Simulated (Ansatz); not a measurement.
**Band structure of BP**

```
CELL_PARAMETERS angstrom
0.00000 2.26900 2.26900
2.26900 0.00000 2.26900
2.26900 2.26900 0.00000
ATOMIC_POSITIONS crystal
B 0.00000 0.00000 0.00000
P 0.75000 0.75000 0.75000
```

Atoms are numbered in the order listed.

The conventional cell has a = 4.538 Å, b = 4.538 Å, c = 4.538 Å, α = 90.00°, β = 90.00°, γ = 90.00°. Around B (atom 1) lie 4 P at 1.97 Å. P (atom 2) has 4 B at 1.97 Å as nearest neighbours.

The geometry is COD entry 9008835, unchecked; take it as a test cell.

Level of theory: DFT, LDA, all-electron LAPW, scalar-relativistic (Ansatz 0.2.0).

Numerical set-up: a Γ-centred 15×15×15 k mesh, Fermi–Dirac smearing of 0.05 eV, basis error target 1 meV/atom, no spin polarisation.

Points in fractions of the reciprocal vectors of this cell: Γ (0, 0, 0), X (-0.5, -0.5, 0), U (-0.375, -0.375, 0.25), K (-0.375, 0, 0.375), L (0, 0, 0.5), W (-0.5, -0.25, 0.25). The path joins them by straight lines in the order Γ–X–U–K–Γ–L–W–X; legs that retrace an earlier one aren't tabulated. Energies are in eV from the top of the valence band.

List the levels at U between -20 and 3 eV.

-10.56, -8.06, -6.24, -3.49, 2.08.

List the levels at K between -20 and 3 eV.

-10.56, -8.06, -6.24, -3.49, 2.08.

List the levels at W between -20 and 3 eV.

-10.29, -7.93, -5.69, -5.49.

What is the band gap?

1.19 eV, indirect from Γ to the line Γ–X (-0.5, -0.5, 0).

Kohn–Sham gaps of semilocal functionals usually fall short of measured ones.
